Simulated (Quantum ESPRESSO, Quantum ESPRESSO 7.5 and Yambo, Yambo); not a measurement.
## Excitons of BAs (F-43m) on ever denser meshes

Wanted: excitons and ε₂ of BAs (F-43m), with cost.

Method: PBE and many-body steps on it, plane waves, in Quantum ESPRESSO 7.5 and Yambo 5.3.0.

## 1. The structure

Symmetry: F-43m, No. 216, cubic system. Conventional cell: a = 4.777 Å, b = 4.777 Å, c = 4.777 Å, α = 90.00°, β = 90.00°, γ = 90.00°. B has 4 As at 2.07 Å nearest. Nearest to As lie 4 B at 2.07 Å. Farther neighbours are not listed.

As a file:

```cif
data_structure
_symmetry_space_group_name_H-M 'P 1'
_symmetry_Int_Tables_number 1
_cell_length_a 3.3778
_cell_length_b 3.3778
_cell_length_c 3.3778
_cell_angle_alpha 60.000
_cell_angle_beta 60.000
_cell_angle_gamma 60.000
_cell_volume 27.25
loop_
_atom_site_label
_atom_site_type_symbol
_atom_site_fract_x
_atom_site_fract_y
_atom_site_fract_z
_atom_site_occupancy
B1 B 0.00000 0.00000 0.00000 1
As2 As 0.25000 0.25000 0.25000 1
```

The cell and positions come from the Crystallography Open Database and are kept as given unless a step says otherwise.

## 2. Empty states on the mesh, 4×4×4 mesh, 74 bands

This step: Quantum ESPRESSO 7.5; DFT, PBE, plane waves, norm-conserving pseudopotentials.

The sums over transitions need many empty states on a uniform mesh; this step solves for them.

File pw.in:

```
&control
  calculation = 'nscf'
  prefix = 'x'
  outdir = 'o'
  pseudo_dir = 'pseudo'
/
&system
  ibrav = 0
  nat = 2
  ntyp = 2
  ecutwfc = 100.0
  nbnd = 74
  force_symmorphic = .true.
/
&electrons
  conv_thr = 1e-9
  electron_maxstep = 80
  diago_full_acc = .true.
  diago_thr_init = 5e-6
/
ATOMIC_SPECIES
  B 10.81 B.upf
  As 74.922 As.upf
CELL_PARAMETERS angstrom
  -0.0000000000 2.3885000000 2.3885000000
  2.3885000000 -0.0000000000 2.3885000000
  2.3885000000 2.3885000000 -0.0000000000
ATOMIC_POSITIONS crystal
  B 0.0000000000 0.0000000000 0.0000000000
  As 0.2500000000 0.2500000000 0.2500000000
K_POINTS automatic
  4 4 4 0 0 0
```

Launch:

```sh
> OMP_NUM_THREADS=1 mpirun -n 4 pw.x -nk 4 -in pw.in > pw.out
```

The program printed:

```text
Program PWSCF v.7.5 starts

     This program is part of the open-source Quantum ESPRESSO suite
     for quantum simulation of materials; please cite
         "P. Giannozzi et al., J. Phys.:Condens. Matter 21 395502 (2009);
         "P. Giannozzi et al., J. Phys.:Condens. Matter 29 465901 (2017);
         "P. Giannozzi et al., J. Chem. Phys. 152 154105 (2020);
     in publications or presentations arising from this work. More details at

     Atomic positions and unit cell read from directory:
     o/x.save/

     Message from routine setup:
[...]
-173.2770-116.6590-116.6589-116.6589 -23.6885 -23.6862 -23.6862 -23.6691
[...]
81.9582  82.2558  82.2558  82.3559  88.6249  88.8194  88.8194  89.6086
    89.6086  91.3414  92.3511  92.3511  94.1693  94.1693  94.6845  95.5355
    95.7146  98.7650

          k = 0.3536 0.0000 0.0000 (  3122 PWs)   bands (ev):

     [... further k-points ...]

     highest occupied, lowest unoccupied level (ev):    12.1652   13.6158

     XML data file, pseudopotentials, collected wavefunctions

=------------------------------------------------------------------------------=
   JOB DONE.
=------------------------------------------------------------------------------=
```

The job ended after 3.7 s (4 MPI ranks of Arm Neoverse V2, shared host; peak memory 0.27 GiB).

Numbers from this step:

* gap: 1.451 eV
* k of the valence top: 0, 0, 0
* k of the conduction bottom: 0, -0.5, -0.5
* least direct gap: 3.289 eV
* k points computed: 8
* lowest point of the top converged band, above the valence top: 86.3992 eV

On this mesh the gap is 1.451 eV.

The density comes from a self-consistent run that is not shown.

## 3. Conversion and set-up

This step: Yambo 5.3.0; conversion and set-up on PBE, plane waves, norm-conserving pseudopotentials.

The states are converted to the many-body program's format and the q mesh is built.

Launch:

```sh
> (cd o/x.save; p2y > p2y.log; mv SAVE ../..); yambo > setup.log
```

The program printed:

```text
 Yambo, version 5.3.0

 [02] CORE Variables Setup
 =========================

  [02.01] Unit cells
  ==================

  Cell kind             :  FCC
  Atoms in the cell     :  B  As
  number of B  atoms    :  1
  number of As atoms    :  1

  List of atomic masses
  Mass of B     :  10.81000
  Mass of As    :  74.92200

  List of atomic coordinates    : [cc]
  B1       :  0.000000  0.000000  0.000000  order 1
  As1       :  2.256805  2.256805  2.256805  order 2

  Alat factors          :  4.513611  4.513611  4.513611 [a.u.]
  Direct lattice volume :  183.9087 [a.u.]
[...]
==========================================

 IBZ Q-points                                      :   8
 BZ  Q-points                                      :   64

 K/Q-points units:
 rlu = crystal or reduced units; cc = cartesian coordinates; iku = interal k-units

 Q [1]          [rlu]:  0.000000  0.000000  0.000000
 Q [2]          [rlu]:  0.31652E-17  0.31652E-17  0.25000
 Q [3]          [rlu]: -0.63303E-17 -0.63303E-17 -0.50000
[...]
Q [7]          [rlu]:  0.36976E-16 -0.50000     -0.50000
 Q [8]          [rlu]:  0.250000 -0.500000 -0.250000

  [03.01] X indexes
  =================

   [03.01.01] Sigma indexes
   ========================

 [06] Game Over & Game summary
```

Run time: 2.1 s. Hardware: 1 MPI rank; peak memory 0.24 GiB.

## 4. Screening and self-energy, 4×4×4 mesh, 74 bands, screening to 163.3 eV

G0W0 replaces the xc potential by the self-energy, built once from these orbitals. Only a window of levels is corrected, while the sums run over the empty bands that the input names.

This step: G0W0 on PBE, plane waves, norm-conserving pseudopotentials.

File gw1.in:

```
HF_and_locXC
gw0
dyson
ppa
em1d
rim_cut
RandQpts= 1000000
RandGvec= 1 RL
EXXRLvcs= 100 Ry
VXCRLvcs= 400 Ry
Chimod= "HARTREE"
% BndsRnXp
 1 | 74 |
%
NGsBlkXp= 12 Ry
% LongDrXp
 1 | 1 | 1 |
%
% GbndRnge
 1 | 74 |
%
DysSolver= "n"
ExtendOut
PPAPntXp= 27.21138 eV
% QPkrange
 1 | 1 | 12 | 15 |
 7 | 7 | 12 | 15 |
%
```

Launch:

```sh
> OMP_NUM_THREADS=1 mpirun -n 4 yambo -F gw1.in -J gw1 -C gw1 > gw1.log
```

The program printed:

```text
 Yambo, version 5.3.0

 [02] CORE Variables Setup
 =========================

  [... cell, symmetries and grids as in the set-up ...]

  [02.05] Energies & Occupations
  ==============================

  [X] === General ===
  [X] Electronic Temperature                        :  0.000000  0.000000 [eV K]
  [X] Bosonic    Temperature                        :  0.000000  0.000000 [eV K]
  [X] Finite Temperature mode                       : no
  [X] El. density                                   :  0.95404E+24 [cm-3]
[...]
QP @ state[ 1 ] b range                          :  12  15
   QP @ state[ 2 ] K range                          :   7   7
   QP @ state[ 2 ] b range                          :  12  15
   GF energies kind                                 : Perdew, Burke & Ernzerhof(X)+Perdew, Burke & Ernzerhof(C)
   GF WF`s kind                                     : Perdew, Burke & Ernzerhof(X)+Perdew, Burke & Ernzerhof(C)
   Xs energies kind                                 : Perdew, Burke & Ernzerhof(X)+Perdew, Burke & Ernzerhof(C)
   Xs WF`s kind                                     : Perdew, Burke & Ernzerhof(X)+Perdew, Burke & Ernzerhof(C)

 [11] Game Over & Game summary
```

Wall time 30 s (4 MPI ranks); peak memory 1.4 GiB; 1.9 min of CPU time.

This step gave:

```yaml
g0w0_gap_on_the_points_computed: 1.924 eV
starting_gap_on_the_mesh: 1.451 eV
k_of_the_valence_top: 0, 0, 0
k_of_the_conduction_bottom: 0, -0.5, -0.5
least_direct_g0w0_gap_on_the_computed_points: 4.109 eV
```

The gap on the mesh goes from 1.45 eV to 1.92 eV, a correction of +0.47 eV.

The gap opens by 0.474 eV; the next steps shift the empty bands rigidly by 0.820 eV, the correction at the start's least direct gap.

## 5. Empty states on the mesh, 4×4×4 mesh, 21 bands

This step: Quantum ESPRESSO 7.5; DFT, PBE, plane waves, norm-conserving pseudopotentials.

pw.in: that of step 2 with these lines changed.

```diff
@@ -11,3 +11,3 @@
   ecutwfc = 100.0
-  nbnd = 74
+  nbnd = 21
   force_symmorphic = .true.
```

Launch:

```sh
> OMP_NUM_THREADS=1 mpirun -n 4 pw.x -nk 4 -in pw.in > pw.out
```

The program printed:

```text
[banner, memory and clock lines left out]
Program PWSCF v.7.5 starts

     Atomic positions and unit cell read from directory:
     o/x.save/

     Message from routine setup:
     using ibrav=0 with symmetry is DISCOURAGED, use correct ibrav instead

     G-vector sticks info

     bravais-lattice index     =            0
     lattice parameter (alat)  =       6.3832  a.u.
     unit-cell volume          =     183.9087 (a.u.)^3
     number of atoms/cell      =            2
     number of atomic types    =            2
     number of electrons       =        26.00
[...]
-173.2770-116.6589-116.6589-116.6589 -23.6900 -23.6882 -23.6882 -23.6713
   -23.6713  -2.2319   7.2340  11.0180  11.0180  15.2404  16.8332  16.8332
    20.0766  23.4880  23.5198  23.5198  26.8983

          k =-0.3536-0.3536 0.3536 (  3100 PWs)   bands (ev):

  -173.2770-116.6590-116.6589-116.6589 -23.6885 -23.6862 -23.6862 -23.6691
   -23.6691  -0.3647   3.3906  10.3460  10.3460  14.8664  16.9701  16.9701
    21.0635  24.8973  26.8584  26.8584  28.4723

          k = 0.3536 0.0000 0.0000 (  3122 PWs)   bands (ev):

     [... further k-points ...]

     highest occupied, lowest unoccupied level (ev):    12.1652   13.6158

     XML data file, pseudopotentials, collected wavefunctions
```

The job ended after 1.3 s (4 MPI ranks; peak memory 0.05 GiB).

This step gave:

* gap: 1.451 eV
* k of the valence top: 0, 0, 0
* k of the conduction bottom: 0, -0.5, -0.5
* least direct gap: 3.289 eV
* k points computed: 8
* lowest point of the top converged band, above the valence top: 14.46 eV

On this mesh the gap is 1.451 eV.

## 6. Conversion and set-up

This step: Yambo 5.3.0; conversion and set-up on PBE, plane waves, norm-conserving pseudopotentials.

Launch:

```sh
> (cd o/x.save; p2y > p2y.log; mv SAVE ../..); yambo > setup.log
```

The program printed:

```text
 Yambo, version 5.3.0

 [02] CORE Variables Setup
 =========================

  [02.01] Unit cells
  ==================

  Cell kind             :  FCC
  Atoms in the cell     :  B  As
  number of B  atoms    :  1
  number of As atoms    :  1

  List of atomic masses
  Mass of B     :  10.81000
  Mass of As    :  74.92200

  List of atomic coordinates    : [cc]
  B1       :  0.000000  0.000000  0.000000  order 1
  As1       :  2.256805  2.256805  2.256805  order 2

  Alat factors          :  4.513611  4.513611  4.513611 [a.u.]
  Direct lattice volume :  183.9087 [a.u.]
[...]
==========================================

 IBZ Q-points                                      :   8
 BZ  Q-points                                      :   64

 K/Q-points units:
 rlu = crystal or reduced units; cc = cartesian coordinates; iku = interal k-units

 Q [1]          [rlu]:  0.000000  0.000000  0.000000
 Q [2]          [rlu]:  0.31652E-17  0.31652E-17  0.25000
 Q [3]          [rlu]: -0.63303E-17 -0.63303E-17 -0.50000
[...]
Q [7]          [rlu]:  0.36976E-16 -0.50000     -0.50000
 Q [8]          [rlu]:  0.250000 -0.500000 -0.250000

  [03.01] X indexes
  =================

   [03.01.01] Sigma indexes
   ========================

 [06] Game Over & Game summary
```

The job ended after 2 s (1 MPI rank; peak memory 0.24 GiB).

(Continued in part 2 of 5.)

[Paths, hosts, dates, memory and timing lines, banners, echoed tables and standing remarks are left out of the program output.]

[Logs are printed without paths, hosts, clocks, repeated set-up lines and the standing remarks that a program may print on its own settings, such as how far it seeks lower states.]

[Runs of the session that timed out or met a known fault of the program may be left out.]

[Hosts, paths, dates, database ids (printed as entryN), source tags and the programs' standing remarks are cut or masked in the printed files.]
